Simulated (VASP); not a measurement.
BN:

```xyz
2
Lattice="0.0000 3.4953 2.1661 1.2516 0.0000 2.1661 1.2516 3.4953 0.0000" Properties=species:S:1:pos:R:3 pbc="T T T"
B     1.2516    3.4953    0.0002
N     1.2516    3.4953    2.8881
```

Measurements of this composition are mostly on another form, of space group No. 194.

| Item | Value |
| --- | --- |
| Program | VASP 6.6.1 |
| Task | relaxation of cell and atoms |
| Functional | RPBE |
| Potentials or basis | VASP PAW PBE potentials, release 64 (B, N) |
| Cutoff | 600 eV |
| k mesh | 12 × 12 × 12 |
| Occupations | gaussian, width 0.02 eV |
| Spin | no spin polarisation |

At the start: pressure 6.9 GPa; volume 9.48 Å³/atom.

Q: How do energy, volume and symmetry change on relaxing?

A: Over 21 steps the energy falls by 21.6 meV/atom and the volume is 11.42 Å³/atom (+20.5 %); space group Fmm2 (No. 42, to 0.05 Å).

Step by step:
```csv
step,energy change (eV),largest force (eV/Å),pressure (GPa),volume (Å³)
1,0.0000,0.0094,6.86,18.95
2,0.0170,0.0255,-8.62,20.09
3,-0.0098,0.0058,0.57,19.37
4,-0.0132,0.0117,0.53,19.54
5,-0.0218,0.0649,0.40,20.06
6,-0.0340,0.1735,0.20,21.10
7,-0.0405,0.3981,-0.28,23.16
8,-0.0420,0.1312,-0.31,23.35
9,-0.0420,0.0830,-0.31,23.38
10,-0.0422,0.0660,-0.25,23.34
11,-0.0427,0.0148,-0.08,23.20
12,-0.0429,0.0872,0.26,22.92
13,-0.0429,0.0537,0.15,23.01
14,-0.0431,0.0111,0.06,22.93
15,-0.0431,0.0266,-0.01,22.86
16,-0.0431,0.0060,-0.03,22.84
17,-0.0431,0.0029,-0.05,22.83
18,-0.0431,0.0058,-0.04,22.83
19,-0.0431,0.0050,-0.04,22.83
20,-0.0431,0.0035,-0.03,22.83
21,-0.0431,0.0025,0.01,22.83
```

Final structure:
```
B N
1.0
     0.00000    4.13847    2.18564
     1.26203    0.00000    2.18564
     1.26203    4.13847    0.00000
B N
1 1
Direct
  0.00002 0.00002 0.99998
  0.66668 0.66668 0.33332
```

Caveat: the volume moved by over 15 % at a fixed basis, so the end points are rough; the PAW data sets were made with another functional, which shifts forces and pressure a little.
